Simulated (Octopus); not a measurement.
# C (Fd-3m) in Octopus: reference runs

Aim: a first look at C with PBE, on the cell as given and on a disturbed one.

Program: Octopus 16.4. These are calculated values, not measurements. Logs are shortened: lines on timing, memory, paths and dates and some standing lists are left out, and cuts for length are marked.

### Step 1. Starting point

Symmetry: Fd-3m, No. 227, cubic system. Conventional cell: a = 3.567 Å, b = 3.567 Å, c = 3.567 Å, α = 90.00°, β = 90.00°, γ = 90.00°. C (site symmetry -43m) is surrounded by 4 C at 1.54 Å.

This isn't the form of C at room conditions, which is graphite.

### Step 2. Single point, PBE

The input, inp:

```
CalculationMode = gs
UnitsOutput = eV_Angstrom
PeriodicDimensions = 3
ExperimentalFeatures = yes
PseudopotentialSet = pseudodojo_pbe
%LatticeParameters
 1*angstrom | 1*angstrom | 1*angstrom
%
%LatticeVectors
 0 | 1.78337 | 1.78337
 1.78337 | 0 | 1.78337
 1.78337 | 1.78337 | 0
%
%ReducedCoordinates
 "C" | 0.75 | 0.75 | 0.75
 "C" | 0.5 | 0.5 | 0.5
%
%Spacing
 0.13274032*angstrom | 0.13274032*angstrom | 0.13274032*angstrom
%
DerivativesOrder = 8
%KPointsGrid
 13 | 13 | 13
%
KPointsUseSymmetries = yes
XCFunctional = gga_x_pbe + gga_c_pbe
SmearingFunction = fermi_dirac
Smearing = 0.05*eV
ExtraStates = 6
Eigensolver = chebyshev_filter
ConvRelDens = 3e-7
MaximumIter = 120
```

Potentials or basis: pseudodojo_pbe (PseudoDojo 0.5, PBE).

Run with:

```sh
OMP_NUM_THREADS=1 octopus > out.log
```

out.log:

```text
Running octopus

Version                : 16.4
Optional libraries     :

************************** Calculation Mode **************************
Input: [CalculationMode = gs]
**********************************************************************

Input: [SpinComponents = unpolarized]

******************************* Space ********************************
Octopus will run in 3 dimension(s).
Octopus will treat the system as periodic in 3 dimension(s).
**********************************************************************

Input: [AllElectronType = no]
Input: [PseudopotentialSet = pseudodojo_pbe]
Reading Coordinates from ReducedCoordinates block

****************************** Species *******************************
  Species 'C'
    type             : pseudopotential
    file             : 'C.upf'
    file format      : UPF2
    valence charge   : 4.0
    atomic number    :   6
    form on file     : kleinman-bylander
    lmax             : 1
    llocal           : -1
    projectors per l : 2
    total projectors : 4
    application form : kleinman-bylander
    orbitals         :  4
    bound orbitals   :  4

**********************************************************************

***************************** Symmetries *****************************
Space group No.  227
International: Fd-3m
Schoenflies: Oh^7
Info: The system has    24 symmorphic symmetries that can be used.
  Index                Rotation matrix                      Fractional translations
    1 :     1   0   0     0   1   0     0   0   1      0.000000    0.000000    0.000000
    2 :     0   1  -1     1   0  -1     0   0  -1      0.000000    0.000000    0.000000
    3 :    -1   0   0    -1   0   1    -1   1   0      0.000000    0.000000    0.000000
    4 :     0  -1   1     0  -1   0     1  -1   0      0.000000    0.000000    0.000000
    5 :     0   1   0     0   0   1     1   0   0      0.000000    0.000000    0.000000
    6 :    -1   0   1    -1   1   0    -1   0   0      0.000000    0.000000    0.000000
[... 16 lines left out ...]
   23 :     1   0   0     0   0   1     0   1   0      0.000000    0.000000    0.000000
   24 :     0  -1   1     1  -1   0     0  -1   0      0.000000    0.000000    0.000000
Info: The system also has    24 nonsymmorphic symmetries (not used for electrons).
    1 :     1   0  -1     1   0   0     1  -1   0      0.250000    0.250000    0.250000
    2 :     0   1   0     0   1  -1    -1   1   0      0.250000    0.250000    0.250000
    3 :     0  -1   0    -1   0   0     0   0  -1      0.250000    0.250000    0.250000
    4 :    -1   0   1     0  -1   1     0   0   1      0.250000    0.250000    0.250000
    5 :    -1   1   0     0   1   0     0   1  -1      0.250000    0.250000    0.250000
    6 :     0   0   1    -1   0   1     0  -1   1      0.250000    0.250000    0.250000
[... 16 lines left out ...]
   23 :     0   0   1     0  -1   1    -1   0   1      0.250000    0.250000    0.250000
   24 :     1  -1   0     1   0   0     1   0  -1      0.250000    0.250000    0.250000
**********************************************************************

Input: [CurvMethod = curv_affine]
Input: [DerivativesStencil = stencil_stargeneral]

****************************** Lattice *******************************
  Lattice Vectors [A]
    0.000000    1.783370    1.783370
    1.783370    0.000000    1.783370
    1.783370    1.783370    0.000000
  Cell volume =            11.3437 [A^3]
  Reciprocal-Lattice Vectors [A^-1]
   -1.761605    1.761605    1.761605
    1.761605   -1.761605    1.761605
    1.761605    1.761605   -1.761605
  Cell angles [degree]
    alpha =   60.000
    beta  =   60.000
    gamma =   60.000
**********************************************************************

Checking if the generated full k-point grid is symmetric

    84 k-points generated from parameters :
 ---------------------------------------------------
    n =   13   13   13

    s1  =  0.50  0.50  0.50

   index |      weight  |             coordinates              |
       1 |     0.000455 |    0.000000    0.000000    0.000000  |
       2 |     0.003641 |    0.076923    0.000000    0.000000  |
       3 |     0.002731 |    0.076923    0.076923    0.000000  |
       4 |     0.005462 |   -0.076923    0.076923    0.000000  |
       5 |     0.010924 |   -0.076923    0.076923    0.076923  |
       6 |     0.003641 |    0.153846    0.000000    0.000000  |
[... 76 lines left out ...]
      83 |     0.002731 |    0.461538    0.461538    0.000000  |
      84 |     0.005462 |   -0.461538    0.461538    0.000000  |

Input: [SmearingFunction = fermi_dirac]
Input: [SymmetrizeDensity = yes]

******************************* States *******************************
Total electronic charge  =        8.000
Number of states         =       10
States block-size        =        4
**********************************************************************

************************** Parallelization ***************************
[... 48 lines left out ...]
Input: [DFTULevel = dft_u_none]
Input: [MagneticConstrain = 0]

Info: Generating external potential
      done.
Input: [InteractionTiming = timing_exact]
Info: Octopus initialization completed.
Info: Starting calculation mode.
Info: Allocating ground state wave-functions
Info: Blocks of states
      Block       1 contains       4 states:       1 -       4
      Block       2 contains       4 states:       5 -       8
      Block       3 contains       2 states:       9 -      10
Info: Ground-state allocation done.
Info: Could not find 'restart/gs' directory for restart.
Info: No restart information will be read.

** Warning:
**   Unable to read wavefunctions.
**   Starting from scratch!

**************************** Eigensolver *****************************
Input: [Eigensolver = chebyshev_filter]
Input: [SubspaceDiagonalization = standard]
**********************************************************************

Input: [MixField = potential] (what to mix during SCF cycles)
Input: [MixingScheme = broyden]
Info: Mixing uses    4 steps and restarts after   20 steps.
Input: [LCAOStart = lcao_states]
Input: [LCAOScaleFactor = 1.000]
Input: [LCAOMaximumOrbitalRadius = 10.58 A]

** Warning:
**   Cannot do LCAO for all states because there are not enough atomic orbitals.
**   Required: 10. Available: 8. 2 orbitals will be randomized.

Info: Unnormalized total charge =      7.973747
Info: Renormalized total charge =      8.000000

** Warning:
**   Symmetrization discrepancy ratio (scalar) =  2.23160E-03

Info: Setting up Hamiltonian.
Info: Performing initial LCAO calculation with      8 orbitals.
Info: Getting Hamiltonian matrix elements.

Eigenvalues [eV]
 #st  Spin   Eigenvalue      Occupation
#k =       1, k = (  0.000000,  0.000000,  0.000000)
   1   --   -15.383832       2.000000
   2   --     5.302308       2.000000
   3   --     5.302308       2.000000
   4   --     5.302732       2.000000
   5   --    11.715264       2.000000
   6   --    11.715264       2.000000
   7   --    11.716434       2.000000
   8   --    20.024394       0.000000
#k =       2, k = (  0.076923,  0.000000,  0.000000)
   1   --   -15.192514       2.000000
   2   --     4.816957       2.000000
   3   --     5.365867       2.000000
   4   --     5.366260       2.000000
   5   --    12.087687       2.000000
   6   --    12.088711       2.000000
   7   --    12.534689       2.000000
   8   --    20.385639       0.000000
[... 82 further k-points ...]
Fermi energy =    14.154453 eV
Generating random wavefunctions for states        9 and above
Orthogonalizing wavefunctions.
Info: Ground-state restart information will be written to 'restart/gs'.
Info: SCF using complex wavefunctions.
Info: Starting SCF iteration.

** Warning:
**   Symmetrization discrepancy ratio (scalar) =  1.08140E-01

*********************** SCF CYCLE ITER #    1 ************************
 etot  = -3.38518960E+02 abs_ev   =  5.31E+01 rel_ev   =  1.81E+00
 ediff =        1.24E+01 abs_dens =  1.25E+00 rel_dens =  1.57E-01
Matrix vector products: 2100
Converged eigenvectors: 0

#  State  KPoint  Eigenvalue [eV]  Occupation    Error
      1       1      -15.915530    2.000000   ( 4.3E-06)
      1       2      -15.754771    2.000000   ( 8.6E-06)
      1       3      -15.701211    2.000000   ( 5.8E-06)
      1       4      -15.487488    2.000000   ( 7.2E-06)
      1       5      -15.327437    2.000000   ( 1.7E-05)
      1       6      -15.274385    2.000000   ( 1.4E-05)
      1      10      -15.061060    2.000000   ( 1.9E-05)
      1       7      -14.902692    2.000000   ( 1.4E-05)
[... 23 lines left out ...]
     10      66       30.397792    0.000000   ( 1.4E-01)
     10      43       30.405401    0.000000   ( 1.4E-01)
     10      65       30.610223    0.000000   ( 1.2E-01)
     10      59       30.613308    0.000000   ( 1.1E-01)
     10      37       30.858478    0.000000   ( 1.3E-01)
     10       2       31.232791    0.000000   ( 1.1E-01)
     10      57       32.502447    0.000000   ( 1.7E-01)
     10       1       33.117859    0.000000   ( 9.3E-02)

Density of states:

------------------------------------------------------------%---------
------------------------------------------%-----------------%---------
------------------------------------------%-----------------%---------
------------------------------------------%%-%-%-%%---------%---------
---------------------%%-------------------%%-%-%-%%---------%-%-------
---------------------%%%%%-------------%%%%%%%-%%%%%--------%-%-------
--------------%---%%%%%%%%-------------%%%%%%%-%%%%%--------%%%%%-----
--------%%----%%--%%%%%%%%%------------%%%%%%%%%%%%%------%%%%%%%%----
----%%%%%%%%%%%%%%%%%%%%%%%%---------%%%%%%%%%%%%%%%%----%%%%%%%%%----
-%%%%%%%%%%%%%%%%%%%%%%%%%%%%--------%%%%%%%%%%%%%%%%--%%%%%%%%%%%----
                                   ^

Fermi energy =     8.601165 eV

**********************************************************************

*********************** SCF CYCLE ITER #    2 ************************
 etot  = -3.34179815E+02 abs_ev   =  3.33E+00 rel_ev   =  1.28E-01
 ediff =        1.59E-01 abs_dens =  1.03E-01 rel_dens =  1.29E-02
Matrix vector products: 2100
Converged eigenvectors: 0
[... 127 lines left out ...]
*********************** SCF CYCLE ITER #   13 ************************
 etot  = -3.27527771E+02 abs_ev   =  7.61E-06 rel_ev   =  3.66E-07
 ediff =        3.31E-07 abs_dens =  1.41E-07 rel_dens =  1.76E-08
Matrix vector products: 2100
Converged eigenvectors: 18

#  State  KPoint  Eigenvalue [eV]  Occupation    Error
      1       1      -15.104443    2.000000   ( 3.2E-08)
      1       2      -14.940666    2.000000   ( 3.6E-08)
      1       3      -14.886104    2.000000   ( 3.8E-08)
      1       4      -14.668280    2.000000   ( 3.8E-08)
      1       5      -14.505144    2.000000   ( 3.9E-08)
      1       6      -14.451000    2.000000   ( 3.7E-08)
      1      10      -14.233634    2.000000   ( 3.9E-08)
      1       7      -14.071884    2.000000   ( 3.9E-08)
[... 23 lines left out ...]
     10      54       30.662894    0.000000   ( 1.3E-02)
     10      62       30.663895    0.000000   ( 2.1E-02)
     10      74       30.694538    0.000000   ( 5.9E-02)
     10      59       30.710382    0.000000   ( 2.6E-02)
     10      37       30.898390    0.000000   ( 2.3E-02)
     10      65       31.086754    0.000000   ( 3.9E-02)
     10       2       31.232099    0.000000   ( 5.8E-02)
     10       1       33.255325    0.000000   ( 2.0E-02)

Density of states:

-------------------------------------------------------------%--------
-------------------------------------------------------------%--------
-------------------------------------------%------%%---------%--------
----------------------%-------------------%%%%%---%%--------%%-%------
----------------------%%--%--------------%%%%%%-%%%%--------%%-%%-----
--------------%-----%-%%%%%--------------%%%%%%-%%%%-%------%%-%%-----
--------------%---%%%%%%%%%%-----------%%%%%%%%-%%%%%%-----%%%%%%%----
--------%%----%%-%%%%%%%%%%%-----------%%%%%%%%%%%%%%%-----%%%%%%%----
---%-%%%%%%%%%%%%%%%%%%%%%%%%---------%%%%%%%%%%%%%%%%---%%%%%%%%%----
-%%%%%%%%%%%%%%%%%%%%%%%%%%%%%%------%%%%%%%%%%%%%%%%%%-%%%%%%%%%%----
                                   ^

Fermi energy =     9.075441 eV

**********************************************************************

Info: SCF converged in   13 iterations

** Warning:
**   Some of the states are not fully converged!

Info: Number of matrix-vector products:      27300
Info: Finished writing information to 'restart/gs'.

Octopus emitted 17 warnings.
```

Run time: 2.3 min. Hardware: 1 thread of Arm Neoverse V1, shared host; peak memory 0.54 GiB.

Results:

```yaml
Free_energy: -327.5278 eV
Band_gap_on_the_k_mesh: 4.20 eV, indirect (least direct gap 5.62 eV)
```

Caveat: an odd mesh through Γ misses points on the zone boundary, where band edges often lie.

(Part 1 of 2 ends here.)
